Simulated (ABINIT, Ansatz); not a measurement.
# KI (Fm-3m): third-order response, part 3 of 3

Aim: Raman and infrared lines of KI (Fm-3m).

ABINIT 10.8.3; DFT LDA, scalar-relativistic, plane waves, PseudoDojo norm-conserving pseudopotentials.

So far, mean static dielectric tensor (ions relaxed, fixed cell): step 6 (zone-centre analysis) 5.05.

### Step 8. Cross-check with Ansatz

The same cell goes through another code at the same cutoff. The files are of one family, but Ansatz's library holds files of its own making for some heavy elements, so those for I may differ. Its k mesh is centred on Γ.

This step: DFT LDA, scalar-relativistic, plane waves, norm-conserving pseudopotentials of its library (PseudoDojo's, some remade) (Ansatz 0.2.0).

Input file input.yaml:

```yaml
crystal:
  lattice:
    - [0.0, 3.4088426129, 3.4088426129]
    - [3.4088426129, 0.0, 3.4088426129]
    - [3.4088426129, 3.4088426129, 0.0]
  atoms:
    - { symbol: K, position: [0.0, 0.0, 0.0] }
    - { symbol: I, position: [0.5, 0.5, 0.5] }
kpoints:
  mp_grid: { grid: [6, 6, 6] }
hamiltonian:
  xc: lda
  pseudopotentials: { kind: nc, accuracy: standard }
scf:
  occupations: { method: fixed }
output:
  eigenvalues: true
basis:
  ecutwfc: 870.764
phonons:
  method: dfpt
  dielectric: true
  rigid_motions: translations
  raman: true
```

Command:

```sh
$ ansatz run input.yaml --threads 4 --pin off --max-ram 8192MiB --backend cpu --events-out ev --progress --plain --runs-dir out
```

The log of the run:

```text
Warning: basis.ecutwfc = 870.764 eV is below the records' recommended 979.609905 eV, and the density's cutoff is lower with it unless basis.ecutrho_ratio is high enough to keep the records' density cutoff: compare with a run at a higher cutoff
Engine: ansatz 0.2.0, x86_64-unknown-linux-gnu
Pseudopotentials: kind: nc
Pseudopotential: K, nc, valence charge 9, recommended cutoff 979.609905 eV (normal), K.nc.azcp (PseudoDojo's, or run here from an input of PseudoDojo's; its table is named by hamiltonian.pseudopotentials.accuracy)
Pseudopotential: I, nc, valence charge 7, recommended cutoff 952.398519 eV (normal), I.nc.azcp (PseudoDojo's, or run here from an input of PseudoDojo's; its table is named by hamiltonian.pseudopotentials.accuracy)
Functional definition: SPW92
  exchange = slater_x
  correlation = pw_c
Crystal: 2 atoms, lattice volume = 79.223 Å³
Basis set: ecut = 870.764 eV, 4645 PW (Γ), exchange–correlation on 96×96×96 points (8 copies of the dense FFT grid, shifted against one another)
Bands: 12, of which v1, the nominal top of the filled ones, is band 8 counted from 1 (7 counted from 0)
Symmetry: 48 space group operations
k-points: 30 of 216 (irreducible under 8 space group operations, time reversal used)
Non-local potential: K, projectors of the file, l = 0: 2, l = 1: 2, l = 2: 2
Non-local potential: I, projectors of the file, l = 0: 2, l = 1: 2, l = 2: 2, l = 3: 2
Initial density: superposition of atomic densities (chi_scale 0.1, normalization cell, long waves kept (reshape's long-wave potential 0.00 eV rms))
Initial wavefunctions: pseudopotential atomic-orbital guess
Functional: x = slater, c = lda
SCF iter   1: F=—  HF=-1171.860481 eV  |F-HF|=—  |Δ(HF+E_count)|=         —  Δρ=2.83e-2  dr2=1.08e0  ethr=3.10e-3  ⟨swp⟩=6.8  Hψ=2440  notcnv=0  defer=48
preconditioner: auto → none  [insulator: Δε(μ)=3.263 eV  Ē_g=13.958 eV  n_scr=14 (ndim 8)  ℏωp=15.6 eV  f_vac=0.000  ε∞_Penn≈2.3]
SCF iter   2: F=—  HF=-1171.348699 eV  |F-HF|=—  |Δ(HF+E_count)|=   5.12e-1  Δρ=5.88e-3  dr2=3.96e-2  ethr=3.10e-3  ⟨swp⟩=3.7  Hψ=1110  notcnv=0  defer=54
SCF iter   3: F=—  HF=-1171.337373 eV  |F-HF|=—  |Δ(HF+E_count)|=   1.13e-2  Δρ=2.85e-3  dr2=5.46e-3  ethr=2.48e-4  ⟨swp⟩=4.0  Hψ=686  notcnv=0  defer=58
SCF iter   4: F=—  HF=-1171.336396 eV  |F-HF|=—  |Δ(HF+E_count)|=   9.77e-4  Δρ=3.14e-4  dr2=1.36e-4  ethr=3.41e-5  ⟨swp⟩=3.2  Hψ=478  notcnv=0  defer=60
SCF iter   5: F=—  HF=-1171.336415 eV  |F-HF|=—  |Δ(HF+E_count)|=   1.93e-5  Δρ=6.81e-5  dr2=4.76e-6  ethr=8.48e-7  ⟨swp⟩=3.1  Hψ=650  notcnv=0  defer=58
SCF iter   6: F=—  HF=-1171.336416 eV  |F-HF|=—  |Δ(HF+E_count)|=   9.78e-7  Δρ=2.36e-5  dr2=7.28e-7  ethr=2.98e-8  ⟨swp⟩=2.1  Hψ=589  notcnv=0  defer=56
SCF iter   7: F=—  HF=-1171.336376 eV  |F-HF|=—  |Δ(HF+E_count)|=   4.02e-5  Δρ=6.17e-6  dr2=5.15e-8  ethr=4.55e-9  ⟨swp⟩=2.4  Hψ=596  notcnv=0  defer=54
SCF iter   8: F=—  HF=-1171.336376 eV  |F-HF|=—  |Δ(HF+E_count)|=   2.23e-8  Δρ=1.05e-6  dr2=1.00e-9  ethr=3.22e-10  ⟨swp⟩=2.4  Hψ=600  notcnv=0  defer=54
SCF iter   9: F=-1171.336376 eV  HF=-1171.336376 eV  |F-HF|=2.05e-12  |Δ(HF+E_count)|=  3.15e-10  Δρ=8.19e-8  dr2=3.61e-12  ethr=1.00e-12  ⟨swp⟩=15.3  Hψ=3748  notcnv=0
SCF 1 converged in 9 iterations: F = -1171.336376 eV  dr2 = 3.61e-12
NSCF: frozen V_eff on 2 k-points
DFPT response loops at Γ: preconditioner auto → none (the input reference at scf.mixing.eps_inf says where Resta's filter doesn't serve); β = 0.50; Broyden in place of MSR1
── the response to a field inside a basis, on 8×8×8 k-points: an SCF that follows is theirs, and a resumed run solves both again ──
Bands: 9, of which v1, the nominal top of the filled ones, is band 8 counted from 1 (7 counted from 0)
k-points: 60 of 512 (irreducible under 12 space group operations)
Initial density: handed on by an earlier stage of this run
Initial wavefunctions: pseudopotential atomic-orbital guess (no wavefunctions were taken with the density)
Eigensolver: Dense (60 Hₖ)
SCF iter   1: F=—  HF=-1171.335178 eV  |F-HF|=—  |Δ(HF+E_count)|=         —  Δρ=1.33e-4  dr2=1.16e-6  ethr=1.00e-1
preconditioner: auto → none  [insulator: Δε(μ)=4.009 eV  Ē_g=12.286 eV  n_scr=14 (ndim 8)  ℏωp=15.6 eV  f_vac=0.010  ε∞_Penn≈2.6]
SCF iter   2: F=—  HF=-1171.335179 eV  |F-HF|=—  |Δ(HF+E_count)|=   6.13e-7  Δρ=6.63e-5  dr2=2.86e-7  ethr=7.25e-9
SCF iter   3: F=—  HF=-1171.335179 eV  |F-HF|=—  |Δ(HF+E_count)|=   2.17e-7  Δρ=1.54e-6  dr2=1.13e-9  ethr=1.79e-9
SCF iter   4: F=-1171.335179 eV  HF=-1171.335179 eV  |F-HF|=1.82e-12  |Δ(HF+E_count)|=  4.61e-10  Δρ=1.66e-7  dr2=1.36e-11  ethr=7.04e-12
SCF 1 converged in 4 iterations: F = -1171.335179 eV  dr2 = 1.36e-11
DFPT response loops at Γ: mixed as the last ones told, above
DFPT response loops at Γ: mixed as the last ones told, above
SCF converged after 9 iterations
Free energy (F): -1171.336376 eV
Harris-Foulkes:  -1171.336376 eV  (|F-HF|=2.05e-12)
Internal energy: -1171.336376 eV  (E = F + TS)
E sigma→0 (E₀):  -1171.336376 eV
Fermi energy:    1.909554 eV
--- Per-component energies (eV) ---
  E_band       = -121.604623
  E_kinetic    = 366.536475
  E_local      = -902.588957  (includes V_loc(G=0)·N_el)
  E_nonlocal   = 172.320347
  E_hartree    = 245.147947
  E_xc         = -278.309483
  E_vxc        = -248.168373  (∫ρ·V_xc dr)
  E_ewald      = -774.442704
  E_smearing   = -0.000000  (= −TS)
  E_closure    = 0.000000  (closes the sum)
  Σ components = -1171.336376   (vs F -1171.336376, Δ=0.00e0)
--- Band table (eV; the first three rows and the last of 30) ---
  k-point 0: bands = [... 4 lower, -8.8900, 1.9096, 1.9096, 1.9096, 5.7754, 8.1452, 8.1452, 8.1452]
  k-point 1: bands = [... 4 lower, -8.7444, 1.3700, 1.7841, 1.7841, 6.4798, 8.0940, 8.4706, 8.4706]
  k-point 2: bands = [... 4 lower, -8.5014, 0.5798, 1.5570, 1.5570, 7.1319, 8.9671, 9.2781, 9.2781]
  k-point 29: bands = [... 4 lower, -8.5966, 0.8465, 1.2162, 1.2173, 7.2664, 8.3405, 9.2678, 10.3607]
--- Phonons (Γ-DFPT): 2 representative perturbations + reference, on 30 of 216 k-points (Σ response iterations 7) ---
  k mesh reduced under 8 symmetry operations, with k and −k counted as one. Each operation leaves every solved perturbation unchanged. A smaller set is not considered because the run solves the response to a homogeneous field
  ASR residual: 2.518e-4 → 0.000e0 eV/Å²; symmetrization residual: 5.575e-7 eV/Å²
  ASR residual per site (eV/Å²): 2.52e-4 1.90e-5
  Γ frequencies (cm⁻¹): 0.00 0.00 0.00 114.63 114.63 114.63
  ε∞ (high-frequency dielectric tensor):
        3.124072     0.000000     0.000000
        0.000000     3.124072    -0.000000
        0.000000    -0.000000     3.124072
  ε⁰ (static dielectric tensor: ions relaxed, cell fixed):
        5.058876    -0.000000     0.000000
       -0.000000     5.058876    -0.000000
        0.000000    -0.000000     5.058876
  ε⁰ − ε∞ (ionic part):
        1.934804    -0.000000     0.000000
       -0.000000     1.934804     0.000000
        0.000000     0.000000     1.934804
  softest optical mode at Γ: 114.63 cm⁻¹; the repairs (sum rule, projections) moved no ω² at Γ by more than (1.33 cm⁻¹)²
  Born effective charges Z* (e; rows j = field, columns β = displacement):
    site 0:
         1.10605   -0.00000    0.00000
        -0.00000    1.10605    0.00000
        -0.00000   -0.00000    1.10605
    site 1:
        -1.10605    0.00000   -0.00000
         0.00000   -1.10605   -0.00000
         0.00000    0.00000   -1.10605
  Z* charge neutrality: 5.129e-4 e pre-enforcement
  solved inside a basis spanned on kpoints, on 8×8×8 k-points: ε∞ is read to err by 6.4e-3, Z* by 9.8e-3 e (field_mesh: kpoints solves on kpoints); Z* is corrected for what the basis lacks
  Raman tensors (in the event stream and the table raman_tensors.tsv): an entry may err by 2.0e-3 Å², one of the second-order susceptibility by 7.8e-20 pm/V (basis, points and sum rule); their sum over the sites missed zero by 1.870e-20 Å² ahead of its enforcement
  optical modes at Γ without the LO–TO term, one row a degenerate level:
      ω (cm⁻¹)  modes    IR ((D/Å)²/amu)  static Raman (Å⁴/amu)  depolarisation
        114.63      3             2.8328                 0.0000               —
  optical modes at Γ + LO–TO along q̂ = [1.0000, 0.0000, 0.0000]:
      ω (cm⁻¹)  modes    IR ((D/Å)²/amu)  static Raman (Å⁴/amu)  depolarisation
        114.63      2             1.8885                 0.0000               —
        145.86      1             0.9443                 0.0000               —
  optical modes at Γ + LO–TO along q̂ = [0.0000, 1.0000, 0.0000]:
      ω (cm⁻¹)  modes    IR ((D/Å)²/amu)  static Raman (Å⁴/amu)  depolarisation
        114.63      2             1.8885                 0.0000               —
        145.86      1             0.9443                 0.0000               —
  optical modes at Γ + LO–TO along q̂ = [0.0000, 0.0000, 1.0000]:
      ω (cm⁻¹)  modes    IR ((D/Å)²/amu)  static Raman (Å⁴/amu)  depolarisation
        114.63      2             1.8885                 0.0000               —
        145.86      1             0.9443                 0.0000               —
```

Elapsed: 1.9 min, on 4 threads of Intel Xeon at 2.70GHz, shared host; peak memory 1.3 GiB; 6.3 min of CPU time.

Numbers from this step:

```
sum-rule residual before enforcement             : 2.52e-4 eV/Å²
miss of the charge sum rule                      : 5.13e-4 e
estimated error of the dielectric tensor         : 0.006394
estimated error of the Born charges              : 0.009759 e
highest optical zone-centre mode (no LO-TO term) : 114.6 cm⁻¹
lowest optical zone-centre mode                  : 114.6 cm⁻¹
mean high-frequency dielectric constant          : 3.124
mean static dielectric constant                  : 5.059
```

Transverse modes. Infrared lines, with heights relative to the strongest:

```csv
position (cm⁻¹),label,"IR intensity ((D/Å)²/amu), degenerate modes summed, relative"
115,T1u,100
```

### Step 9. Side by side: ABINIT PseudoDojo and Ansatz, library NC

Numbers from this step:

```yaml
root_mean_square_difference: 0.08 cm⁻¹
largest_difference: 0.08 cm⁻¹
```

Frequencies side by side, by row:

```csv
q (reciprocal lattice),mode,ABINIT PseudoDojo (cm⁻¹),"Ansatz, library NC (cm⁻¹)"
0 0 0,1,0,0
0 0 0,2,0,0
0 0 0,3,0,0
0 0 0,4,114.7,114.6
0 0 0,5,114.7,114.6
0 0 0,6,114.7,114.6
```

The two runs side by side. Further quantities:

```csv
quantity,ABINIT PseudoDojo,"Ansatz, library NC"
mean ε∞,3.122,3.124
"largest Born charge in size (e; the first before, the second after the charge sum rule)",1.106,1.106
summed IR intensity ((D/Å)²/amu),2.833,2.833
summed Raman activity (Å⁴/amu),0,0
```

At the zone centre the largest difference (acoustic modes at Γ apart) is 0.07 % of the highest mode.

### Step 10. Summary of results

```yaml
space_group_after_relaxation: Fm-3m
volume_per_atom: 39.6 Å³
highest_optical_zone_centre_mode_no_lo_to_term: 114.7 cm⁻¹
highest_mode_moved_by_the_lo_to_term: 145.9 cm⁻¹
mean_high_frequency_dielectric_constant: 3.12
largest_born_charge_in_size_third_of_the_trace: 1.11 e
mean_static_dielectric_constant: 5.05
imaginary_optical_modes_at_the_zone_centre_no_q_mesh_in_this_session: none
largest_difference_from_ansatz_library_nc: 0.08 cm⁻¹
```

In words: No mode is Raman active in this structure; the strongest infrared line lies at 115 cm⁻¹. At the LDA level the optical modes of KI (Fm-3m) at the zone centre (no LO-TO term) lie at 115 cm⁻¹. Along the directions run, the highest mode that the macroscopic field moves lies at 146 cm⁻¹. Lattice motion raises the mean dielectric constant from 3.122 to 5.054. The Born charge of K is 1.106 e against a formal charge of +1, somewhat above it. The Lyddane-Sachs-Teller relation holds: (ωLO/ωTO)² is 1.62 and ε₀/ε∞ is 1.62. ABINIT PseudoDojo and Ansatz, library NC agree to 0.08 cm⁻¹ (0.07 % of the highest mode compared) on all solved modes but the acoustic ones at Γ, without the LO-TO term. These are harmonic frequencies at zero temperature: anharmonic shifts and linewidths and thermal expansion are left out. Spin-orbit coupling is left out, which can matter for the heavy elements here. Ansatz warns that the cutoff lies 11 % under the one recommended for these files; agreement at one cutoff is not convergence.

[Host names and launcher messages were left out of these logs when they were recorded.]

[Logs are printed without paths, hosts, clocks, repeated set-up lines and the standing remarks that a program may print on its own settings, such as how far it seeks lower states.]

[Hosts, paths, dates, database ids (printed as entryN), source tags and the programs' standing remarks are cut or masked in the printed files.]
